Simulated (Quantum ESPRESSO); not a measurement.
**Cu in Quantum ESPRESSO: the effect of functional**

Cu:

```
Cu
1.0
     0.00000    1.80750    1.80750
     1.80750    0.00000    1.80750
     1.80750    1.80750    0.00000
Cu
1
Cartesian
  0.0000 0.0000 0.0000
```

Alike in all runs:

| Property | Result |
| --- | --- |
| Program | Quantum ESPRESSO 7.5 |
| Task | phonon dispersion |
| Cutoff | 762 eV |
| Density cutoff | 6095 eV |
| k mesh | 14 × 14 × 14 |
| Occupations | cold, width 0.2 eV |
| Spin | no spin polarisation |

Each run relaxes the cell or the atoms first.

Question: One run gave: relaxed volume 10.93 Å³/atom; highest phonon frequency 275 cm⁻¹. Which functional did it use?
A. PBE
B. PBEsol
C. LDA

Answer: C.

```csv
functional,potentials or basis,relaxed volume (Å³/atom),highest phonon frequency (cm⁻¹)
LDA,GBRV 1.5 LDA,10.93,275
PBE,GBRV 1.5 PBE,11.94,246
PBEsol,GBRV 1.5 PBEsol,11.34,264
```
